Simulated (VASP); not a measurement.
Set up this calculation in VASP 6.6.1, as the native input.

```
Task                   : band structure
Functional             : TB-mBJ
Potentials or basis    : VASP PAW PBE potentials, release 64 (Hg, Te)
Cutoff                 : 520 eV
k mesh                 : 6 × 6 × 6
Occupations            : gaussian, width 0.03 eV
Spin                   : spin-orbit coupling, no magnetisation
Further INCAR settings : ALGO = Normal; EDIFF = 1e-07; NBANDS = 30
```

Crystal: HgTe (Coloradoite).

```
CELL_PARAMETERS angstrom
0.00000 3.25801 3.25801
3.25801 0.00000 3.25801
3.25801 3.25801 0.00000
ATOMIC_POSITIONS crystal
Hg 0.00000 0.00000 0.00000
Te 0.25000 0.25000 0.25000
```

One way to write it, as run:

POSCAR

```
HgTe                                    
1.0
    0.0000000000      3.2580088205      3.2580088205
    3.2580088205      0.0000000000      3.2580088205
    3.2580088205      3.2580088205      0.0000000000
  Hg              Te            
     1     1
Direct
     0.0000000000000000    0.0000000000000000    0.0000000000000000
     0.2500000000000000    0.2500000000000000    0.2500000000000000
```

INCAR.step1

```
SYSTEM = HgTe
  PREC = Accurate
  ENCUT = 520
  EDIFF = 1E-5
  ISMEAR = 0
  SIGMA = 0.03
  LREAL = .False.
  LASPH = .True.
  NELM = 80
  ALGO = Normal
  ISIF = 2
  LWAVE = .True.
  LCHARG = .False.
  MAGMOM = 0 0 0 0 0 0
  LORBIT = 11
  LSORBIT = .True.
  GGA_COMPAT = .False.
  NBANDS = 30
  GGA = PE
```

INCAR.step2

```
SYSTEM = HgTe
  PREC = Accurate
  ENCUT = 520
  EDIFF = 1E-7
  ISMEAR = 0
  SIGMA = 0.03
  LREAL = .False.
  LASPH = .True.
  NELM = 80
  ALGO = Normal
  ISIF = 2
  LWAVE = .False.
  LCHARG = .False.
  MAGMOM = 0 0 0 0 0 0
  LORBIT = 11
  LSORBIT = .True.
  GGA_COMPAT = .False.
  METAGGA = MBJ
  NBANDS = 30
  ISTART = 1
```

KPOINTS

```
regular mesh
0
Gamma
  6 6 6
  0 0 0
```

KPOINTS_OPT

```
explicit points
202
Reciprocal
 0.0000000000  0.0000000000  0.0000000000 1
 0.0555555556  0.0000000000  0.0555555556 1
 0.1111111111  0.0000000000  0.1111111111 1
 0.1666666667  0.0000000000  0.1666666667 1
 0.2222222222  0.0000000000  0.2222222222 1
 0.2777777778  0.0000000000  0.2777777778 1
[... 194 lines left out ...]
 0.5126615400  0.0253230800  0.5126615400 1
 0.4873384600 -0.0253230800  0.4873384600 1
```

Potentials or basis: VASP PAW PBE potentials, release 64 (Hg, Te).

Command:

```bash
$ cat potpaw_PBE.64/Hg/POTCAR potpaw_PBE.64/Te/POTCAR > POTCAR
$ cp INCAR.step1 INCAR
$ mpirun -np 1 vasp_ncl > vasp.out
$ cp INCAR.step2 INCAR
$ mpirun -np 1 vasp_ncl > vasp.out
```

Results of the run:

The valence electrons inside the program's atomic spheres are Hg 10.38; Te 3.46.

Wall time 10 min on 1 thread of Intel(R) Xeon(R) Platinum 8488C (Sapphire Rapids), on a shared host, peak memory 0.44 GiB.
